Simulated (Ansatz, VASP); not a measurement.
## One calculation of Ca, two programs

Contents of INCAR:

```
ALGO = Normal ; EDIFF = 1E-8
ENCUT = 520 ; GGA = PE
ISIF = 2 ; ISMEAR = -1
LASPH = True ; LCHARG = False
LEFG = True ; LREAL = False
LWAVE = False ; NBANDS = 17
NELM = 60 ; PREC = Accurate
SIGMA = 0.08
```

KPOINTS

```
k-points
0
Gamma
  11 11 6
```

Contents of POSCAR:

```
Ca
1.0
    4.0323739415      0.0000000000      0.0000000000
   -2.0161869708      3.4921382709      0.0000000000
    0.0000000000      0.0000000000      6.6057993129
Ca
2
Direct
    0.3333333333      0.6666666667      0.2500000000
    0.6666666667      0.3333333333      0.7500000000
```

Input for Ansatz:

```yaml
crystal:
  lattice:
    - [4.0323739415, 0.0, 0.0]
    - [-2.0161869708, 3.4921382709, 0.0]
    - [0.0, 0.0, 6.6057993129]
  atoms:
    - { symbol: Ca, position: [0.3333333333, 0.6666666667, 0.25] }
    - { symbol: Ca, position: [0.6666666667, 0.3333333333, 0.75] }
kpoints:
  mp_grid: { grid: [11, 11, 6] }
scf:
  occupations: { method: fermi_dirac, width: 0.08 }
hamiltonian:
  xc: pbe
  pseudopotentials: { kind: paw }
output:
  forces: true
  stress: true
  eigenvalues: true
  efg: { contact_densities: true }
```

Change from the starting cell: volume scaled by 1.04, PAW files.

Alike in both runs: task electric field gradients; functional PBE; k mesh 11 × 11 × 6; occupations fermi-dirac, width 0.08 eV; no spin polarisation.

|  | VASP | Ansatz |
| --- | --- | --- |
| version | VASP 6.6.1 | Ansatz 0.2.0 |
| potentials or method | VASP PAW PBE potentials, release 64 (Ca_sv) | PAW with Ansatz's default frozen-core files, scalar-relativistic |
| plane-wave cutoff (eV) | 520 | 420 |
| valence electrons in the cell | 20 | 20 |

Ansatz gave:

| Item | Value |
| --- | --- |
| pressure (GPa) | -1.4 |
| Vzz of the field gradient on the site that differs most (V/Å²) | -2.4 |

What did VASP give for the same quantities?

Pressure (GPa): -1.4; Vzz of the field gradient on the site that differs most (V/Å²): -2.5.

With one functional, cell and mesh, what is left measures potentials, basis and numerics.
